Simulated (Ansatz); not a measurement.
# ZnS (F-43m) in Ansatz: further runs, part 2 of 2

Ansatz 0.2.0.

### 3 Single point, PBE0, 18.54 Å³/atom (volume scaled by 0.94)

File input.yaml:

```yaml
crystal:
  lattice:
    - [0.0, 2.6468416657, 2.6468416657]
    - [2.6468416657, 0.0, 2.6468416657]
    - [2.6468416657, 2.6468416657, 0.0]
  atoms:
    - { symbol: Zn, position: [0.75, 0.75, 0.75] }
    - { symbol: S, position: [0.0, 0.0, 0.0] }
hamiltonian:
  xc: pbe0
  pseudopotentials: { kind: paw }
kpoints:
  mp_grid: { grid: [5, 5, 5] }
scf:
  occupations: { method: fermi_dirac, width: 0.05 }
output:
  forces: true
  stress: true
  eigenvalues: true
```

Potentials or basis: Ansatz PAW.

Started as:

```sh
ansatz run input.yaml --threads 2 --pin off --max-ram 5632MiB --backend cpu --events-out ev --progress --plain --runs-dir out
```

Log:

```text
Warning: output.stress: scf.convergence.dr2_threshold = 1e-7 eV (the SCF's general default) is looser than the 2e-10 eV advised for a printed stress (1e-10 eV for each atom of the cell: 2). What an SCF threshold leaves in a stress goes as its square root, and in the free energy as the threshold itself, and one threshold admits the most on a small cell: of the crystals measured, under no hybrid functional and no lock of the moments, on runs that ended without the residual-converged pass, on stresses that held no estimate of that error, the worst erred by over 100 MPa in a component at 1e-7 eV an atom and by under 5 at 1e-10. Set scf.convergence.dr2_threshold to 2e-10 eV or tighter. The threshold is an SCF's pass mark: one that does not reach it within its budget of iterations ends unconverged, or closes short of it on a stop that the run arms, and scf.convergence.dr2_threshold's page says what that costs each kind of run
Warning: output.stress: scf.exx.energy_threshold = 1e-6 eV is looser than the 2e-8 eV advised for a stress under a hybrid functional (1e-8 eV for each atom of the cell: 2). Every SCF of the exchange loop can meet its threshold on dr2 while the loop round them stops early: no threshold on dr2 bounds what that leaves in the stress. Set scf.exx.energy_threshold to 2e-8 eV or tighter. The threshold is the loop's pass mark: a loop that does not reach it within its budget of cycles ends unconverged, and scf.exx.energy_threshold's page has the law
Warning: RAYON_NUM_THREADS=2 ignored (pool sized by the plan → 2); use --threads N
Engine: ansatz 0.2.0, x86_64-unknown-linux-gnu
Pseudopotentials: kind: paw
Pseudopotential: Zn, paw, valence charge 12, recommended cutoff 420 eV (normal), Zn.paw.azcp
Pseudopotential: S, paw, valence charge 6, recommended cutoff 420 eV (normal), S.paw.azcp
Functional definition: PBE0
  parameter a = 0.25
  parameter kappa = 0.804
  parameter beta = 0.06672455060314922
  exchange = (1 - a)*pbe_x(kappa = kappa, mu = beta*pi^2/3) + a*exact_x
  correlation = pbe_c(beta = beta)
Crystal: 2 atoms, lattice volume = 37.086 Å³
Basis set: ecut = 420 eV, 725 PW (Γ), exchange–correlation on 54×54×54 points (8 copies of the dense FFT grid, shifted against one another)
Bands: 13, of which v1, the nominal top of the filled ones, is band 9 counted from 1 (8 counted from 0)
Symmetry: 24 space group operations
Space group: F-43m (ITA 216), of the structure as read, at distance tolerance 3.3e-5 Å
k-points: 10 of 125 (time reversal used)
Non-local potential: Zn, projectors of the file, l = 0: 2, l = 1: 2, l = 2: 3, l = 3: 1
Non-local potential: S, projectors of the file, l = 0: 2, l = 1: 2, l = 2: 2
PAW form: soft (Blöchl's): semilocal exchange-correlation on the pseudo side does not see the compensation charge
PAW frozen core: Zn, regenerated for the run's functional, and the local potential with it (the file was generated under x = pbe(κ = 0.804, μ = 0.2195149727645171), c = pbe(β = 0.06672455060314922))
PAW frozen core: S, regenerated for the run's functional, and the local potential with it (the file was generated under x = pbe(κ = 0.804, μ = 0.2195149727645171), c = pbe(β = 0.06672455060314922))
PAW one-centre angular grid: Zn, 590 points (default); XC on 64 Gauss nodes
PAW one-centre angular grid: S, 110 points (default); XC on 64 Gauss nodes
Initial density: superposition of atomic densities (neutral atoms: chi_scale 0, normalization atom), corrected by the library's trained network
[... 28 lines left out ...]
SCF iter   5: F=-4223.611903 eV  HF=-4223.611903 eV  |F-HF|=2.91e-11  |Δ(HF+E_count)|=   3.20e-9  Δρ=3.43e-7  dr2=5.30e-9  ethr=1.78e-11  ⟨swp⟩=4.0  Hψ=389  notcnv=0
SCF 3 converged in 5 iterations: F = -4223.611903 eV  dr2 = 5.30e-9
  Residual-converged pass: ⟨swp⟩=2.0  Hψ=189  notcnv=0  max |occ|·‖R‖ = 2.2e-6 eV (tolerance 2.4e-6 eV)  dr2=5.30e-9  dr2_onsite=2.01e-11  max |Δocc| = 0.0e0
hybrid outer 2: dexx = +9.773e-7 eV, tail = 2.78e-8 eV, Δε = 4.29e-3 eV (about 1.42e-4 eV left of the loop's levels)
hybrid SCF converged: 2 outer / 11 inner (+2 warm-up), last move |dexx| = 9.77e-7 eV, tail = 2.78e-8 eV
Stability not checked: this state was not tested for a lower state beside it, because the functional holds exact exchange (a hybrid, or Hartree-Fock), whose exchange loop this test does not read (fock_operator; see scf.lower_state_search)
Free energy (F): -4223.611903 eV
Frozen-core exchange: fock
Harris-Foulkes:  -4223.611903 eV  (|F-HF|=2.91e-11)
Internal energy: -4223.611903 eV  (E = F + TS)
E sigma→0 (E₀):  -4223.611903 eV
Fermi energy:    7.692146 eV
--- Per-component energies (eV) ---
  E_band       = -23.622190
  E_kinetic    = 239.674812
  E_local      = -2010.289579  (includes V_loc(G=0)·N_el)
  E_nonlocal   = 646.859716
  E_hartree    = 846.903976
  E_xc         = -180.559423
  E_vxc        = -108.599967  (∫ρ·V_xc dr)
  E_exx        = -60.814619  (= α·E_x^exact, valence–valence)
  E_paw        = -2426.380397  (= ΣΔE_a)
  E_vpaw       = -363.445185  (= ΣTr[D̂ρ^β])
  E_aug_tail   = -0.000373  (compensation charges beyond the density's cutoff)
  E_ewald      = -1279.498844
  E_core_change = 0.492827  (= ΣΔE_core)
  E_smearing   = -0.000000  (= −TS)
  E_closure    = -0.000000  (closes the sum)
  Σ components = -4223.611903   (vs F -4223.611903, Δ=0.00e0)
--- Forces (eV/Å), atoms counted from 1 ---
  atom   1  Zn     0.00000000    -0.00000000     0.00000000
  atom   2  S     -0.00000000     0.00000000     0.00000000
  max |Σ_I F_I| component: 3.70e-17 eV/Å
--- Stress (GPa, compression-positive) ---
        6.331621      -0.000000       0.000000
        0.000000       6.331621       0.000000
       -0.000000       0.000000       6.331621
  P = ⅓ Tr σ = 6.3316 GPa (63.316 kbar)
--- Band table (eV; the first three rows and the last of 10) ---
  k-point 0: bands = ["-9.3444", "-2.6794", "-2.6794", "-2.6794", "-2.1660", "-2.1660", "5.5049", "5.5049", "5.5049", "9.8244", "13.8839", "13.8839", "13.8839"]
  k-point 1: bands = ["-9.0028", "-2.6282", "-2.6282", "-2.6223", "-2.1681", "-2.1681", "3.0676", "5.1109", "5.1109", "11.0840", "14.1575", "14.4675", "14.4675"]
  k-point 2: bands = ["-8.3539", "-2.5646", "-2.5646", "-2.1825", "-2.1454", "-2.1454", "0.0634", "4.5671", "4.5671", "10.9680", "14.4659", "14.4659", "16.3176"]
  k-point 9: bands = ["-7.9556", "-2.5091", "-2.4417", "-2.2641", "-2.1497", "-1.8127", "0.4148", "2.1589", "3.0882", "12.8014", "13.6016", "14.7177", "17.6927"]
```

It took 9.8 s on 2 threads of AMD EPYC 7B13 (Zen 3), shared host; peak memory 0.81 GiB.

Results:

```
Free energy            : -4223.6119 eV
Pressure               : 6.3 GPa
Band gap on the k mesh : 4.32 eV, direct
```

Caveat: odd divisions of the mesh miss points on the zone boundary, where band edges often lie, so the gap on the mesh can be too wide; the PAW data sets come from PBE, with cores solved anew for the run's functional, which leaves a small shift of forces and pressure; the thresholds are loose for stress.

### 4 Single point, PBE0, 18.94 Å³/atom (volume scaled by 0.96)

Edit input.yaml of step 3 so:

```diff
@@ -2,5 +2,5 @@
   lattice:
-    - [0.0, 2.6468416657, 2.6468416657]
-    - [2.6468416657, 0.0, 2.6468416657]
-    - [2.6468416657, 2.6468416657, 0.0]
+    - [0.0, 2.6654820099, 2.6654820099]
+    - [2.6654820099, 0.0, 2.6654820099]
+    - [2.6654820099, 2.6654820099, 0.0]
   atoms:
@@ -19 +19,5 @@
   eigenvalues: true
+  write_density: true
+  write_potential: true
+  elf: true
+  volumetric_format: npy
```

Started as:

```sh
ansatz run input.yaml --threads 2 --pin off --max-ram 5632MiB --backend cpu --events-out ev --progress --plain --runs-dir out
```

Wall time 11 s (2 threads of AMD EPYC 7B13 (Zen 3), shared host); peak memory 0.81 GiB.

It converged, with:

```yaml
Free_energy: -4223.6379 eV
Pressure: 4.3 GPa
Band_gap_on_the_k_mesh: 4.22 eV, direct
```

Caveat: odd divisions of the mesh miss points on the zone boundary, where band edges often lie, so the gap on the mesh can be too wide; the PAW data sets come from PBE, with cores solved anew for the run's functional, which leaves a small shift of forces and pressure; the thresholds are loose for stress.

### 5 Single point, PBE0, 19.33 Å³/atom (volume scaled by 0.98)

Edit input.yaml of step 4 so:

```diff
@@ -2,5 +2,5 @@
   lattice:
-    - [0.0, 2.6654820099, 2.6654820099]
-    - [2.6654820099, 0.0, 2.6654820099]
-    - [2.6654820099, 2.6654820099, 0.0]
+    - [0.0, 2.6838652254, 2.6838652254]
+    - [2.6838652254, 0.0, 2.6838652254]
+    - [2.6838652254, 2.6838652254, 0.0]
   atoms:
```

Started as:

```sh
ansatz run input.yaml --threads 2 --pin off --max-ram 5632MiB --backend cpu --events-out ev --progress --plain --runs-dir out
```

Run time: 11 s. Hardware: 2 threads of AMD EPYC 7B13 (Zen 3), shared host; peak memory 0.81 GiB.

It converged, with:

```
Free energy            : -4223.6542 eV
Pressure               : 2.4 GPa
Band gap on the k mesh : 4.11 eV, direct
```

Caveat: odd divisions of the mesh miss points on the zone boundary, where band edges often lie, so the gap on the mesh can be too wide; the PAW data sets come from PBE, with cores solved anew for the run's functional, which leaves a small shift of forces and pressure; the thresholds are loose for stress.

### 6 Single point, PBE0, 19.73 Å³/atom

File input.yaml:

```yaml
crystal:
  lattice:
    - [0.0, 2.702, 2.702]
    - [2.702, 0.0, 2.702]
    - [2.702, 2.702, 0.0]
  atoms:
    - { symbol: Zn, position: [0.75, 0.75, 0.75] }
    - { symbol: S, position: [0.0, 0.0, 0.0] }
hamiltonian:
  xc: pbe0
  pseudopotentials: { kind: paw }
kpoints:
  mp_grid: { grid: [5, 5, 5] }
scf:
  occupations: { method: fermi_dirac, width: 0.05 }
output:
  forces: true
  stress: true
  eigenvalues: true
```

Potentials or basis: Ansatz PAW.

Started as:

```sh
ansatz run input.yaml --threads 2 --pin off --max-ram 5632MiB --backend cpu --events-out ev --progress --plain --runs-dir out
```

Run time: 11 s. Hardware: 2 threads of AMD EPYC 7B13 (Zen 3), shared host; peak memory 0.81 GiB.

The run converged. Its results:

```
Free energy            : -4223.6619 eV
Pressure               : 0.7 GPa
Band gap on the k mesh : 4.02 eV, direct
```

Caveat: odd divisions of the mesh miss points on the zone boundary, where band edges often lie, so the gap on the mesh can be too wide; the PAW data sets come from PBE, with cores solved anew for the run's functional, which leaves a small shift of forces and pressure; the thresholds are loose for stress.

### 7 Single point, PBE0, 20.12 Å³/atom (volume scaled by 1.02)

Edit input.yaml of step 6 so:

```diff
@@ -2,5 +2,5 @@
   lattice:
-    - [0.0, 2.702, 2.702]
-    - [2.702, 0.0, 2.702]
-    - [2.702, 2.702, 0.0]
+    - [0.0, 2.7198945612, 2.7198945612]
+    - [2.7198945612, 0.0, 2.7198945612]
+    - [2.7198945612, 2.7198945612, 0.0]
   atoms:
```

Started as:

```sh
ansatz run input.yaml --threads 2 --pin off --max-ram 5632MiB --backend cpu --events-out ev --progress --plain --runs-dir out
```

It took 11 s on 2 threads of AMD EPYC 7B13 (Zen 3), shared host; peak memory 0.81 GiB.

Results (log left out):

```yaml
Free_energy: -4223.6617 eV
Pressure: -0.8 GPa
Band_gap_on_the_k_mesh: 3.92 eV, direct
```

Caveat: odd divisions of the mesh miss points on the zone boundary, where band edges often lie, so the gap on the mesh can be too wide; the PAW data sets come from PBE, with cores solved anew for the run's functional, which leaves a small shift of forces and pressure; the thresholds are loose for stress.

### 8 Single point, PBE0, 20.52 Å³/atom (volume scaled by 1.04)

Edit input.yaml of step 7 so:

```diff
@@ -2,5 +2,5 @@
   lattice:
-    - [0.0, 2.7198945612, 2.7198945612]
-    - [2.7198945612, 0.0, 2.7198945612]
-    - [2.7198945612, 2.7198945612, 0.0]
+    - [0.0, 2.7375567091, 2.7375567091]
+    - [2.7375567091, 0.0, 2.7375567091]
+    - [2.7375567091, 2.7375567091, 0.0]
   atoms:
```

Started as:

```sh
ansatz run input.yaml --threads 2 --pin off --max-ram 5632MiB --backend cpu --events-out ev --progress --plain --runs-dir out
```

Run time: 12 s. Hardware: 2 threads of AMD EPYC 7B13 (Zen 3), shared host; peak memory 0.88 GiB.

It converged, with:

* Free energy: -4223.6546 eV
* Pressure: -2.1 GPa
* Band gap on the k mesh: 3.83 eV, direct

Caveat: odd divisions of the mesh miss points on the zone boundary, where band edges often lie, so the gap on the mesh can be too wide; the PAW data sets come from PBE, with cores solved anew for the run's functional, which leaves a small shift of forces and pressure; the thresholds are loose for stress.

### 9 Single point, PBE0, 20.91 Å³/atom (volume scaled by 1.06)

Edit input.yaml of step 8 so:

```diff
@@ -2,5 +2,5 @@
   lattice:
-    - [0.0, 2.7375567091, 2.7375567091]
-    - [2.7375567091, 0.0, 2.7375567091]
-    - [2.7375567091, 2.7375567091, 0.0]
+    - [0.0, 2.7549938462, 2.7549938462]
+    - [2.7549938462, 0.0, 2.7549938462]
+    - [2.7549938462, 2.7549938462, 0.0]
   atoms:
@@ -19 +19,5 @@
   eigenvalues: true
+  write_density: true
+  write_potential: true
+  elf: true
+  volumetric_format: npy
```

Potentials or basis: Ansatz PAW.

Started as:

```sh
ansatz run input.yaml --threads 2 --pin off --max-ram 5632MiB --backend cpu --events-out ev --progress --plain --runs-dir out
```

It took 11 s on 2 threads of AMD EPYC 7B13 (Zen 3), shared host; peak memory 0.9 GiB.

Results (log left out):

- Free energy: -4223.6411 eV
- Pressure: -3.3 GPa
- Band gap on the k mesh: 3.73 eV, direct

Caveat: odd divisions of the mesh miss points on the zone boundary, where band edges often lie, so the gap on the mesh can be too wide; the PAW data sets come from PBE, with cores solved anew for the run's functional, which leaves a small shift of forces and pressure; the thresholds are loose for stress.

### 10 Equation of state, PBE0

This step only gathers the single runs of the series.

Results:

```yaml
Equilibrium_volume: 19.91 Å³/atom
Bulk_modulus: 76 GPa
Pressure_derivative_of_the_bulk_modulus: 4.3
```

Energy against volume, from the lowest point:
| volume (Å³/atom) | energy (meV/atom) |
| --- | --- |
| 18.543 | 25.00 |
| 18.938 | 11.99 |
| 19.332 | 3.83 |
| 19.727 | 0.00 |
| 20.121 | 0.08 |
| 20.516 | 3.63 |
| 20.910 | 10.43 |

Caveat: the k mesh is coarse (spacing up to 0.40 Å⁻¹), so the values aren't converged, least of all with exact exchange; the PAW data sets were made with another functional, which shifts forces and pressure a little. Zero-point motion and thermal expansion aren't in these numbers.

### 11 Comparison with measurements

Step 2. A measured gap of ZnS is 3.85 eV (direct; 19 K; quoted in “Electronic, vibrational, and thermodynamic properties of ZnS (zincblende and rocksalt structure)”, 2009, arxiv:0911.5022); the calculated 4.02 eV misses it by +0.17 eV. The value is that of PBE0, without temperature or zero-point motion.
